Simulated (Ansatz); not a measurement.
Working through the levels without and with spin-orbit coupling of AlAs, space group F-43m

With the Ansatz DFT code, driven from Python.

At the Python prompt:
```pycon
>>> import warnings
>>> import ansatz
>>> warnings.simplefilter("ignore", ansatz.DeckWarning)
>>> xtal = (
...     ansatz.Lattice.fcc(5.6608)
...     .space_group(216)
...     .atom("Al", (0.0, 0.0, 0.0))
...     .atom("As", (0.25, 0.25, 0.75))
...     .primitive()
... )
>>> xtal.resolved().sites[-1]
Site(symbol='As', position=(0.75, 0.75, 0.75), moment=None, axis=None, held=None, saved=None)
>>> job = (
...     xtal.calculation()
...     .occupations(ansatz.OccupationsMethod.FERMI_DIRAC)
...     .functional("lda")
...     .basis(450)
...     .kpoints(6, 6, 6, center="gamma")
...     .band_table()
... )
>>> for label, variant in (("scalar-relativistic", job), ("spin-orbit", job.spin(soc=True))):
...     data = variant.run(threads=1).report
...     zero = data["band_edges_ev"][0] if data.get("band_edges_ev") else data["fermi_energy_ev"]
...     near = [round(e - zero, 3) for e in data["eigenvalues_ev"][0] if abs(e - zero) < 3]
...     print(label)
...     print("  band edges (eV):", [round(e, 3) for e in data.get("band_edges_ev") or []] or "none reported")
...     print("  levels at k =", data["kpoints_frac"][0], "within 3 eV of the zero:", near)
...
scalar-relativistic
  band edges (eV): none reported
  levels at k = [0.0, 0.0, 0.0] within 3 eV of the zero: [-0.693, -0.693, -0.693, 1.153]
spin-orbit
  band edges (eV): none reported
  levels at k = [0.0, 0.0, 0.0] within 3 eV of the zero: [-0.929, -0.929, -0.619, -0.619, -0.619, -0.619, 1.128, 1.128]
```

What to keep in mind:
- The computed bands are complete only to about 3.6 eV above the Fermi level.
- The starting cell is as deposited in a crystallographic database; the results hold for this polymorph, which needn't be the stable one.
- Gaps and levels are Kohn-Sham values on a finite set of k-points.
- With spin-orbit coupling each level holds one electron and, with inversion or at time-reversal points, comes in pairs; a window in energy can cut a split set.
- Run time: 5.2 s on 1 thread of Arm Neoverse V2 (shared host), peak memory 0.46 GiB.
